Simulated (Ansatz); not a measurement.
Here is the system:

SrF₂:
```xyz
3
Lattice="0.0000 2.8952 2.8952 2.8952 0.0000 2.8952 2.8952 2.8952 0.0000" Properties=species:S:1:pos:R:3 pbc="T T T"
Sr     0.0000     0.0000     0.0000
F      1.4476     1.4476     1.4476
F      4.3428     4.3428     4.3428
```

This is the r²SCAN-relaxed structure.

Q: All from the program Ansatz at the r²SCAN level (PAW), unless another level is named. Give the Hill bulk and shear moduli.

A: 74.4 and 35.5 GPa.

Q: What about the vibrational entropy at 300 K?

A: 27.2 J/(K·mol of atoms).

Space group Fm-3m (fluorite). The cell was relaxed with r²SCAN under the symmetry of its start; phonons on a q-mesh show no instability.

Potentials: the later of the program's two PAW sets.
